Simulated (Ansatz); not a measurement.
# ZnO: the cost of one run

Program: Ansatz 0.2.0. Level of theory: DFT PBEsol, frozen-core PAW, scalar-relativistic unless said. These are calculated values, not measurements.

## (1) The starting structure

It takes space group P6_3mc (No. 186, hexagonal). The conventional cell has a = 3.249 Å, b = 3.249 Å, c = 5.206 Å, α = 90.00°, β = 90.00°, γ = 120.00°. Zn (site symmetry 3m) is surrounded by 4 O at 1.97 to 1.98 Å. Around O (site symmetry 3m) lie 4 Zn at 1.97 to 1.98 Å.

Coordinates:

```xyz
4
Lattice="3.2493 0.0000 0.0000 -1.6247 2.8140 0.0000 0.0000 0.0000 5.2057" Properties=species:S:1:pos:R:3 pbc="T T T"
Zn    0.0000    1.8760    2.6029
Zn    1.6247    0.9380    0.0000
O     1.6247    0.9380    1.9730
O     0.0000    1.8760    4.5759
```

Cartesian axes are those of the input's lattice vectors. The structure goes back to a database entry.

## (2) Cell and atoms relaxed, PAW

File input.yaml:

```yaml
crystal:
  lattice:
    - [3.24930799999, 0.0, 0.0]
    - [-1.624654, 2.81398327271, 0.0]
    - [0.0, 0.0, 5.205709]
  atoms:
    - { symbol: Zn, position: [0.333333333333, 0.666666666667, 0.5] }
    - { symbol: Zn, position: [0.666666666667, 0.333333333333, 0.0] }
    - { symbol: O, position: [0.666666666667, 0.333333333333, 0.37901] }
    - { symbol: O, position: [0.333333333333, 0.666666666667, 0.87901] }
kpoints:
  mp_grid: { grid: [14, 14, 8] }
scf:
  occupations: { method: fermi_dirac, width: 0.08 }
hamiltonian:
  xc: pbesol
  pseudopotentials: { kind: paw }
relax:
  f_tol: 0.002
  max_steps: 80
  cell: {}
output:
  forces: true
  stress: true
```

Command:

```sh
$ ansatz run input.yaml --threads 1 --pin off --max-ram 3072MiB --backend cpu --events-out ev --progress --plain --runs-dir out
```

**Question.** How long does this run take on 1 thread of Arm Neoverse V2, shared host, and how much memory does it need?

About 55 s, with a peak of 0.42 GiB.
